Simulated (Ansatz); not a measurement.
Start of a relaxation, H put at a bridge Pt-Pt site (Pt, Fm-3m (No. 225), (1 1 0) face):

```
CELL_PARAMETERS angstrom
2.77049 0.00000 0.00000
0.00000 3.91806 0.00000
0.00000 0.00000 25.92622
ATOMIC_POSITIONS crystal
Pt 0.50000 0.50000 0.32785
Pt 0.00000 0.00000 0.38128
Pt 0.50000 0.50000 0.43471
Pt 0.00000 0.00000 0.48708
Pt 0.50000 0.50000 0.54456
Pt 0.00000 0.00000 0.59031
H 0.00000 0.50000 0.58106
```

These are results of Ansatz, DFT PBEsol, scalar-relativistic, plane waves, PAW, not measurements. Plane waves to 420 eV, a k mesh through Γ of 10×7×1 on the computed 7-atom cell and Gaussian smearing (0.10 eV); no spin polarisation. The cell repeats along c with a dipole correction in the vacuum.

Atoms 1, 2, 3 (counted from 1) are held. The cell is fixed. Force threshold 0.03 eV/Å.

Q: Where does it end?

A: The energy falls by 0.439 eV in 6 steps, to:

```
CELL_PARAMETERS angstrom
2.77049 0.00000 0.00000
0.00000 3.91806 0.00000
0.00000 0.00000 25.92622
ATOMIC_POSITIONS crystal
Pt 0.50000 0.50000 0.32785
Pt 0.00000 0.00000 0.38128
Pt 0.50000 0.50000 0.43471
Pt 0.00000 0.00000 0.48751
Pt 0.50000 0.50000 0.54377
Pt 0.00000 0.00000 0.59364
H 0.00000 0.50000 0.60197
```

The end is the local minimum or symmetric point that this start leads to. The slab is only 6.9 Å thick, so the energy isn't converged with thickness.

Spin–orbit coupling is left out, which can shift energies with elements as heavy as these.

Cost: 1 run of about 6.1 core-minutes, on Arm Neoverse V2 (shared hosts).